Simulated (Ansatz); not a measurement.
# Magnetic states of cobalt, omega (AlB2-type)

These are results of DFT, revPBE, plane waves (420 eV) with PAW, scalar-relativistic (Ansatz 0.2.0), not measurements. (PAW data from PBE, frozen cores regenerated.)

Each start was relaxed and then solved on a dense mesh, with Fermi-Dirac smearing of 0.05 eV (0.1 eV in a metal without spin) extrapolated to zero. Rows within 2 meV/atom of each other tie.

**Question.** Where does each start end, and how do the energies compare? Starts: ferromagnetic; non-magnetic.

**Answer.** 
```tsv
start	ends	ΔE (meV/atom)	V (Å³/atom)
ferromagnetic	ferromagnetic, net 1.68 μB per atom	0.0	11.28
non-magnetic	spin not included	314.2	10.76
```
